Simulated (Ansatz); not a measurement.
Set up this calculation in Ansatz 0.2.0, as the native input.

```yaml
Task: band structure
Functional: RPBE
Potentials_or_basis: Ansatz PAW
Cutoff: "420 eV (not typed: the program's choice for these potentials)"
k_mesh: 8 × 8 × 8
Occupations: fermi-dirac, width 0.05 eV
Spin: no spin polarisation
Path: "[[\"G\", \"X\", \"W\", \"K\", \"G\", \"L\", \"U\", \"W\", \"L\", \"K\"], [\"U\", \"X\"]]"
Points_for_each_segment_of_the_path: 14
```

Crystal: PbF2 (Fluorocronite).

```xyz
3
Lattice="0.0000 2.9637 2.9637 2.9637 0.0000 2.9637 2.9637 2.9637 0.0000" Properties=species:S:1:pos:R:3 pbc="T T T"
Pb    0.0000    0.0000    0.0000
F     4.4455    4.4455    4.4455
F     1.4818    1.4818    1.4818
```

The input as run:

input.yaml

```yaml
crystal:
  lattice:
    - [0.0, 2.96366, 2.96366]
    - [2.96366, 0.0, 2.96366]
    - [2.96366, 2.96366, 0.0]
  atoms:
    - { symbol: Pb, position: [0.0, 0.0, 0.0] }
    - { symbol: F, position: [0.75, 0.75, 0.75] }
    - { symbol: F, position: [0.25, 0.25, 0.25] }
hamiltonian:
  xc: rpbe
  pseudopotentials: { kind: paw }
kpoints:
  mp_grid: { grid: [8, 8, 8] }
  band_path:
    path:
      - [[0.0, 0.0, 0.0], [0.5, 0.0, 0.5], [0.5, 0.25, 0.75], [0.375, 0.375, 0.75], [0.0, 0.0, 0.0], [0.5, 0.5, 0.5], [0.625, 0.25, 0.625], [0.5, 0.25, 0.75], [0.5, 0.5, 0.5], [0.375, 0.375, 0.75]]
      - [[0.625, 0.25, 0.625], [0.5, 0.0, 0.5]]
    npoints: 14
scf:
  occupations: { method: fermi_dirac, width: 0.05 }
  n_extra_bands: 7
output:
  forces: true
  stress: true
  eigenvalues: true
  fatbands: false
```

Potentials or basis: Ansatz PAW.

The run is started by

```sh
$ ansatz run input.yaml --threads 2 --pin off --max-ram 5632MiB --backend cpu --events-out ev --progress --plain --runs-dir out
```

Results of the run:

```json
{"Pressure": "5.9 GPa", "Band gap on the k mesh": "4.55 eV, indirect (least direct gap 4.69 eV)", "Band gap along the path": "4.55 eV, indirect (least direct gap 4.69 eV)"}
```

Caveat: the pressure holds a Pulay correction of +0.4 GPa for the finite cutoff; spin-orbit coupling is left out, which as a rule narrows the gap of such compounds by several tenths of an eV; the PAW data sets come from PBE, with cores solved anew for the run's functional, which leaves a small shift of forces and pressure.

It took 1.7 s on 2 threads of Intel(R) Xeon(R) Platinum 8488C (Sapphire Rapids), with other jobs on the host, peak memory 0.38 GiB.
